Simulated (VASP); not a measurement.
# Fe (Im-3m) in VASP: further runs

One crystal, Fe, is run at these levels: PBEsol, LDA, rev-vdW-DF2; tasks: band structure.

Program: VASP 6.6.1. These are calculated values, not measurements. Logs are shortened: lines on timing, memory, paths and dates and some standing lists are left out, and cuts for length are marked.

### 1 Starting point

It takes space group Im-3m (No. 229, cubic). Conventional cell: a = 2.787 Å, b = 2.787 Å, c = 2.787 Å, α = 90.00°, β = 90.00°, γ = 90.00°. Fe (site symmetry m-3m) has 8 Fe at 2.41 Å as nearest neighbours.

### 2 Band structure, PBEsol, collinear spin, ferromagnetic start

Input file INCAR:

```
SYSTEM = Fe
  ALGO = Normal
  AMIX = 0.2
  AMIX_MAG = 0.8
  BMIX = 1E-4
  BMIX_MAG = 1E-4
  EDIFF = 1E-6
  ENCUT = 520
  GGA = PS
  ICORELEVEL = 1
  ISIF = 2
  ISMEAR = 1
  ISPIN = 2
  LASPH = .True.
  LCHARG = .False.
  LMAXMIX = 4
  LORBIT = 11
  LREAL = .False.
  LWAVE = .False.
  MAGMOM = 4
  NBANDS = 14
  NELM = 150
  PREC = Accurate
  SIGMA = 0.1
```

Input file KPOINTS:

```
k-points
0
Gamma
  18 18 18
  0 0 0
```

Input file POSCAR:

```
Fe                                      
1.0
   -1.3937043859      1.3937043859      1.3937043859
    1.3937043859     -1.3937043859      1.3937043859
    1.3937043859      1.3937043859     -1.3937043859
  Fe            
     1
Direct
     0.0000000000000000    0.0000000000000000    0.0000000000000000
```

Input file KPOINTS_OPT:

```
explicit points
124
Reciprocal
 0.0000000000  0.0000000000  0.0000000000 1
 0.0263157895 -0.0263157895  0.0263157895 1
 0.0526315789 -0.0526315789  0.0526315789 1
 0.0789473684 -0.0789473684  0.0789473684 1
 0.1052631579 -0.1052631579  0.1052631579 1
 0.1315789474 -0.1315789474  0.1315789474 1
[... 116 lines left out ...]
 0.2500000000  0.2500000000  0.2500000000 1
 0.0000000000  0.0000000000  0.5000000000 1
```

Potentials or basis: VASP PAW PBE potentials, release 64 (Fe).

On the command line:

```sh
cat potpaw_PBE.64/Fe/POTCAR > POTCAR
mpirun -np 1 vasp_std > vasp.out
```

OUTCAR:

```text
SYSTEM = Fe
   AMIX = 0.2
   AMIX_MAG = 0.8
   EDIFF = 1E-6
   ENCUT = 520
   GGA = PS
   ISIF = 2
   ISMEAR = 1
   ISPIN = 2
   LASPH = .True.
   LORBIT = 11
   LREAL = .False.
   NELM = 150
   PREC = Accurate

 ion  position               nearest neighbor table
   1  0.000  0.000  0.000-

  LATTYP: Found a body centered cubic cell.
 ALAT       =     2.7874087718

  Lattice vectors:

 A1 = (  -1.3937043859,   1.3937043859,   1.3937043859)
 A2 = (   1.3937043859,  -1.3937043859,   1.3937043859)
 A3 = (   1.3937043859,   1.3937043859,  -1.3937043859)

Analysis of symmetry for initial positions (statically):
=====================================================================
 Subroutine PRICEL returns:
 Original cell was already a primitive cell.

 Routine SETGRP: Setting up the symmetry group for a
 body centered cubic supercell.

 Subroutine GETGRP returns: Found 48 space group operations
 (whereof 48 operations were pure point group operations)
 out of a pool of 48 trial point group operations.

The static configuration has the point symmetry O_h .

Analysis of symmetry for dynamics (positions and initial velocities):
=====================================================================
 Subroutine PRICEL returns:
 Original cell was already a primitive cell.

 Routine SETGRP: Setting up the symmetry group for a
 body centered cubic supercell.

 Subroutine GETGRP returns: Found 48 space group operations
 (whereof 48 operations were pure point group operations)
 out of a pool of 48 trial point group operations.

The dynamic configuration has the point symmetry O_h .

Analysis of structural, dynamic, and magnetic symmetry:
=====================================================================
 Subroutine PRICEL returns:
 Original cell was already a primitive cell.

 Routine SETGRP: Setting up the symmetry group for a
 body centered cubic supercell.

 Subroutine GETGRP returns: Found 48 space group operations
 (whereof 48 operations were pure point group operations)
 out of a pool of 48 trial point group operations.

The overall configuration has the point symmetry O_h .

 Subroutine INISYM returns: Found 48 space group operations
 (whereof 48 operations are pure point group operations),
 and found     1 'primitive' translations

----------------------------------------------------------------------------------------

                                     Primitive cell

  volume of cell :      10.8286

  direct lattice vectors                    reciprocal lattice vectors
    -1.393704386  1.393704386  1.393704386     0.000000000  0.358756136  0.358756136
     1.393704386 -1.393704386  1.393704386     0.358756136  0.000000000  0.358756136
     1.393704386  1.393704386 -1.393704386     0.358756136  0.358756136  0.000000000

  length of vectors
     2.413966807  2.413966807  2.413966807     0.507357793  0.507357793  0.507357793

  position of ions in fractional coordinates (direct lattice)
     0.000000000  0.000000000  0.000000000

  ion indices of the primitive-cell ions
   primitive index   ion index
                 1           1

----------------------------------------------------------------------------------------

 KPOINTS: k-points

Automatic generation of k-mesh.
 Grid dimensions read from file:
 generate k-points for:   18   18   18

 Generating k-lattice:

  Cartesian coordinates                     Fractional coordinates (reciprocal lattice)
     0.000000000  0.019930896  0.019930896     0.055555556  0.000000000  0.000000000
     0.019930896  0.000000000  0.019930896     0.000000000  0.055555556  0.000000000
     0.019930896  0.019930896  0.000000000     0.000000000  0.000000000  0.055555556

  Length of vectors
     0.028186544  0.028186544  0.028186544

  Shift w.r.t. Gamma in fractional coordinates (k-lattice)
     0.000000000  0.000000000  0.000000000

 Subroutine IBZKPT returns following result:
 ===========================================

 Found    195 irreducible k-points:

 Following reciprocal coordinates:
            Coordinates               Weight
  0.000000  0.000000  0.000000      1.000000
  0.055556  0.000000  0.000000     12.000000
  0.111111  0.000000  0.000000     12.000000
  0.166667  0.000000  0.000000     12.000000
  0.222222  0.000000  0.000000     12.000000
  0.277778  0.000000  0.000000     12.000000
[... 16 lines left out ...]
  0.333333  0.111111  0.000000     48.000000
  0.388889  0.111111  0.000000     48.000000
 [... further k-points ...]
   k-points           NKPTS =    195   k-points in BZ     NKDIM =    195   number of bands    NBANDS=     14
   number of dos      NEDOS =    301   number of ions     NIONS =      1
   total plane-waves  NPLWV =   5832
   dimension x,y,z NGX =    18 NGY =   18 NGZ =   18
   dimension x,y,z NGXF=    36 NGYF=   36 NGZF=   36
   ions per type =               1
   NGX,Y,Z   is equivalent  to a cutoff of  12.40, 12.40, 12.40 a.u.
   NGXF,Y,Z  is equivalent  to a cutoff of  24.79, 24.79, 24.79 a.u.
 SYSTEM =  Fe
   PREC   = accura    normal or accurate (medium, high low for compatibility)
   ISTART =      0    job   : 0-new  1-cont  2-samecut
   ICHARG =      2    charge: 1-file 2-atom 10-const
   ISPIN  =      2    spin polarized calculation?
   LNONCOLLINEAR =      F non collinear calculations
   LSORBIT =      F    spin-orbit coupling
   LASPH  =      T    aspherical Exc in radial PAW
   ENCUT  =  520.0 eV  38.22 Ry    6.18 a.u.   4.49  4.49  4.49*2*pi/ulx,y,z
   NELM   =    150;   NELMIN=  2; NELMDL= -5     # of ELM steps
   EDIFF  = 0.1E-05   stopping-criterion for ELM
   LREAL  =      F    real-space projection
   EDIFFG = 0.1E-04   stopping-criterion for IOM
   NSW    =      0    number of steps for IOM
   IBRION =     -1    ionic relax: 0-MD 1-quasi-New 2-CG
   NFREE  =      0    steps in history (QN), initial steepest desc. (CG)
   ISIF   =      2    stress and relaxation
   ISYM   =      2    0-nonsym 1-usesym 2-fastsym
   POTIM  = 0.5000    time-step for ionic-motion
   TEBEG  =    0.0;   TEEND  =   0.0 temperature during run
   PSTRESS=    0.0 pullay stress
   NELECT =       8.0000    total number of electrons
   NUPDOWN=      -1.0000    fix difference up-down
   EMIN   =  10.00;   EMAX   =-10.00  energy-range for DOS
   EFERMI =   0.00;   METHOD = LEGACY
   ISMEAR =     1;   SIGMA  =   0.10  broadening in eV -4-tet -1-fermi 0-gaus
   EFERMI_NEDOS =   21; number of points for ismear=-14 and -15
   IALGO  =     38    algorithm
   IMIX   =      4    mixing-type and parameters
     AMIX     =   0.20;   BMIX     =  0.00
     AMIX_MAG =   0.80;   BMIX_MAG =  0.00
  volume/ion in A,a.u.               =      10.83        73.07
  Fermi-wavevector in a.u.,A,eV,Ry     =   1.479952  2.796703 29.800250  2.190257
  Thomas-Fermi vector in A             =   2.594046
   LORBIT       =     11    0 simple, 1 ext, 2 COOP (PROOUT), +10 PAW based schemes
   GGA     = PS    functional components
   LHFCALC =     F    Hartree Fock is set to
   AEXX    =    0.0000 exact exchange contribution
   IVDW    =     0    specifies the selected vdW correction
   LEPSILON=     F    determine dielectric tensor
   LRPA    =     F    only Hartree local field effects (RPA)
 spin polarized calculation
 Methfessel and Paxton  Order N= 1 SIGMA  =   0.10
  energy-cutoff  :      520.00
  volume of cell :       10.83
 maximum number of plane-waves:       321
 NGX is ok and might be reduce to    18
   NGX =  9   NGY =  9   NGZ =  9

 number of electron       8.0000003 magnetization       2.1211366

 Free energy of the ion-electron system (eV)
  ---------------------------------------------------
  ext. energy  EPLUGINS =         0.00000000
  ---------------------------------------------------
  free energy    TOTEN  =        -8.91980908 eV

  energy without entropy =       -8.91927841  energy(sigma->0) =       -8.91963219

 the core state eigenenergies are
   1-  1s  -6985.8549  2s   -807.0267  2p   -685.7690  3s    -80.6683  3p    -46.7345

 E-fermi :   6.2128     XC(G=0): -13.5537

 val. band max:        6.2080393095   @ k =  -0.3889   0.5000   0.1667
 cond. band min:       6.2178878372   @ k =   0.5000   0.5000   0.4444
 fundamental gap:      0.0098485277
 Fermi energy:         6.2128297373

 spin component 1

 k-point     1 :       0.0000    0.0000    0.0000
  band No.  band energies     occupation
      1      -2.6387      1.00000
      2       3.7664      1.00000
      3       3.7664      1.00000
      4       3.7664      1.00000
      5       5.1271      1.00000
      6       5.1271      1.00000
      7      31.5665      0.00000
      8      31.5665      0.00000
      9      31.5665      0.00000
     10      36.9895      0.00000
     11      36.9895      0.00000
     12      39.5425      0.00000
     13      39.5425      0.00000
     14      39.5425      0.00000
[... 256 lines left out ...]
 k-point    17 :       0.3889    0.0556    0.0000
  band No.  band energies     occupation
      1       1.0115      1.00000
      2       2.6747      1.00000
      3       4.8422      1.00000
      4       5.2055      1.00000
      5       5.6667      1.00000
      6       6.8461     -0.00000
      7      15.4703      0.00000
      8      24.6732      0.00000
      9      27.0034      0.00000
     10      30.9738      0.00000
     11      35.0368      0.00000
     12      40.6331      0.00000
     13      44.2086      0.00000

 Fermi energy:         6.2128297373

 spin component 2

 k-point     1 :       0.0000    0.0000    0.0000
  band No.  band energies     occupation
      1      -2.3641      1.00000
      2       5.6146      1.00000
      3       5.6146      1.00000
      4       5.6146      1.00000
      5       7.7134     -0.00000
      6       7.7135     -0.00000
      7      31.5028      0.00000
      8      31.5028      0.00000
      9      31.5028      0.00000
     10      37.3213      0.00000
     11      37.3213      0.00000
     12      40.2739      0.00000
     13      40.2740      0.00000
     14      40.2740      0.00000
[... 375 lines left out ...]
 k-point    24 :       0.3889    0.1111    0.0000
  band No.  band energies     occupation
      1       2.4524      1.00000
      2       4.3149      1.00000
      3       5.7517      1.00000
      4       7.5293     -0.00000
      5       8.1179     -0.00000
      6       9.5641      0.00000
      7      15.9810      0.00000
      8      23.3531      0.00000
      9      26.8370      0.00000
     10      32.2509      0.00000
     11      37.5718      0.00000
     12      39.8327      0.00000
     13      46.4486      0.00000
     14      49.4996      0.00000

 [... further k-points ...]
[... 5 lines left out ...]
  --------------------------------------------------------------------------------------
  -------------------------------------------------------------------------------------
  Total        0.0012251      0.0012251      0.0012251     -0.0000000     -0.0000000     -0.0000000
  in kB        0.1812614      0.1812614      0.1812614     -0.0000000     -0.0000000     -0.0000000
  external PRESSURE =       0.1812614 kB  Pullay stress =       0.0000000 kB

 VOLUME and BASIS-vectors are now :
 -----------------------------------------------------------------------------
  energy-cutoff  :      520.00
  volume of cell :       10.83
      direct lattice vectors                 reciprocal lattice vectors
    -1.393704386  1.393704386  1.393704386     0.000000000  0.358756136  0.358756136
     1.393704386 -1.393704386  1.393704386     0.358756136  0.000000000  0.358756136
     1.393704386  1.393704386 -1.393704386     0.358756136  0.358756136  0.000000000

 POSITION                                       TOTAL-FORCE (eV/Angst)
 -----------------------------------------------------------------------------------
      0.00000      0.00000      0.00000         0.000000     -0.000000     -0.000000
 -----------------------------------------------------------------------------------
    total drift:                                0.000000      0.000000      0.000000

  FREE ENERGIE OF THE ION-ELECTRON SYSTEM (eV)
  ---------------------------------------------------
  free  energy   TOTEN  =        -8.9198090812 eV

  energy  without entropy=       -8.9192784127  energy(sigma->0) =       -8.91963219

 total charge

# of ion       s       p       d       tot
------------------------------------------
    1        0.512   0.590   6.276   7.377

 magnetization (x)

# of ion       s       p       d       tot
------------------------------------------
    1       -0.012  -0.048   2.161   2.101
```

Run time: 32 s. Hardware: 1 thread of Intel Xeon 6975P-C (Granite Rapids), shared host; peak memory 0.19 GiB.

Results:

```
Free energy                                           : -8.9198 eV
Pressure                                              : 0.0 GPa
Band gap along the path                               : none (metal or under the smearing width)
Net moment                                            : 2.12 μB per cell
Site moments                                          : Fe +2.10 μB
Valence electrons inside the program's atomic spheres : Fe 7.38
```

Levels at the corners of the path, in eV from the Fermi level:
Spin up:
```tsv
point	band 3	band 4	band 5	band 6	band 7	band 8
Γ	-2.45	-2.45	-1.09	-1.09	25.35	25.35
H	0.17	0.17	0.17	10.14	10.14	10.14
H	0.17	0.17	0.17	10.14	10.14	10.14
N	-1.02	-0.87	0.38	0.47	7.72	18.65
N	-1.02	-0.87	0.38	0.47	7.72	18.65
Γ	-2.45	-2.45	-1.09	-1.09	25.35	25.35
Γ	-2.45	-2.45	-1.09	-1.09	25.35	25.35
P	-3.46	-0.83	-0.83	8.88	8.88	8.88
P	-3.46	-0.83	-0.83	8.88	8.88	8.88
H	0.17	0.17	0.17	10.14	10.14	10.14
P	-3.46	-0.83	-0.83	8.88	8.88	8.88
N	-1.02	-0.87	0.38	0.47	7.72	18.65
```
Spin down:
```
point  band 1  band 2  band 3  band 4  band 5  band 6  band 7
    Γ   -8.58   -0.60   -0.60   -0.60    1.50    1.50   25.29
    H   -3.45   -3.45    2.29    2.29    2.29   10.51   10.51
    H   -3.45   -3.45    2.29    2.29    2.29   10.51   10.51
    N   -4.00   -1.96    0.61    1.38    1.78    2.61    9.09
    N   -4.00   -1.96    0.61    1.38    1.78    2.61    9.09
    Γ   -8.58   -0.60   -0.60   -0.60    1.50    1.50   25.29
    Γ   -8.58   -0.60   -0.60   -0.60    1.50    1.50   25.29
    P   -2.09   -2.09   -2.09    1.83    1.83    9.84    9.84
    P   -2.09   -2.09   -2.09    1.83    1.83    9.84    9.84
    H   -3.45   -3.45    2.29    2.29    2.29   10.51   10.51
    P   -2.09   -2.09   -2.09    1.83    1.83    9.84    9.84
    N   -4.00   -1.96    0.61    1.38    1.78    2.61    9.09
```

Core levels (eV, on the scale of the bands):
| atom | levels |
| --- | --- |
| 1 Fe | 1s -6985.9, 2s -807.0, 2p -685.8, 3s -80.7, 3p -46.7 |

Caveat: the PAW data sets were made with another functional, which shifts forces and pressure a little.

(Continued in part 2 of 2.)
